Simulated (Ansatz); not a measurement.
An ordered 8-atom cell of Al3GaAs4 on the zincblende lattice, 8 atoms and 82 valence electrons in a cell of about 183 Å³, was run 7 times in the plane-wave code Ansatz, each time on 4 threads of Arm Neoverse V2, on a shared host. The times are single readings and vary with the host's load.

```
                  run  k mesh  irreducible k  cutoff (eV)  plane waves  bands  SCF iterations  wall time  peak host memory (GiB)
      relaxation, PBE   8×8×8             65          420         3699     50              44    2.1 min                    0.82
   relaxation, r2SCAN   6×6×6             32          500         4703     50              29       80 s                    0.99
           bands, PBE   8×8×8             65          420         3571     47               7       23 s                    0.72
 single point, r2SCAN   8×8×8             65          500         4703     47               8       47 s                     1.2
  single point, HSE06   4×4×4             13          420         3571     47              22    4.4 min                     3.9
single point, PBE+SOC   8×8×8             65          420         3571     94               9    2.7 min                     2.7
   single point, PBE0   4×4×4             13          420         3571     47              22    4.2 min                     3.8
```

The slowest run (single point, HSE06) took about 12 times as long as the quickest (bands, PBE).

Only the levels marked +SOC include spin-orbit coupling.
